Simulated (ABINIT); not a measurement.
Pd:

```
CELL_PARAMETERS angstrom
0.00000 1.94650 1.94650
1.94650 0.00000 1.94650
1.94650 1.94650 0.00000
ATOMIC_POSITIONS crystal
Pd 0.00000 0.00000 0.00000
```

```yaml
Program: ABINIT 10.8.3 (patched build)
Task: single point
Functional: PBEsol
Potentials_or_basis: PseudoDojo NC SR PBEsol v0.4.1 standard
Cutoff: 1116 eV
k_mesh: 12 × 12 × 12
Occupations: fermi-dirac, width 0.05 eV
Spin: no spin polarisation
```

On this cell: pressure -3.0 GPa; band gap on the k mesh none (metal or under the smearing width).

The same run follows on a disturbed copy (cell strained at random at fixed volume):

```
CELL_PARAMETERS angstrom
-0.01113 1.95522 1.94186
1.97107 0.00634 1.92440
1.96444 1.93112 0.01297
ATOMIC_POSITIONS crystal
Pd 0.02384 0.98301 0.99703
```

Problem. What changes?

Solution. The energy (extrapolated to zero smearing) moves by +1.8 meV/atom; pressure -2.9 GPa; band gap on the k mesh none (metal or under the smearing width).

Stress tensor (GPa, compression positive):
```
-3.82  0.61  0.20
 0.61 -2.65 -1.36
 0.20 -1.36 -2.32
```
